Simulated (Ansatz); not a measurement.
Crystal: PtS2.

```
Pt S
1.0
     3.54320    0.00000    0.00000
    -1.77160    3.06850    0.00000
     0.00000    0.00000    5.03880
Pt S
1 2
Direct
  0.00000 0.00000 0.00000
  0.66667 0.33333 0.77300
  0.33333 0.66667 0.22700
```

Base run:

| Property | Result |
| --- | --- |
| Program | Ansatz 0.2.0 |
| Functional | PBE |
| Potentials or basis | all-electron LAPW, scalar-relativistic |
| Cutoff | 274 eV (chosen from the basis error) |
| Basis error allowed | 0.002 eV/atom |
| k mesh | 9 × 9 × 5 |
| Occupations | fermi-dirac, width 0.05 eV |
| Spin | no spin polarisation |

Its results: band gap on the k mesh 1.03 eV, indirect (least direct gap 1.07 eV); pressure 11.6 GPa; largest force 1.257 eV/Å.

Q: The run is repeated on the same cell with these changes: functional from PBE to LDA. What comes out?

A: Band gap on the k mesh 0.91 eV, indirect (least direct gap 0.96 eV); pressure 3.6 GPa; largest force 0.805 eV/Å.

LDA binds more tightly than PBE, so the same cell stands under less pressure.

Caveats: spin-orbit coupling is left out, which moves the levels of the heavy elements; forces of over 1 eV/Å show positions far from the minimum, so gaps and moduli don't describe the material at rest (some runs).
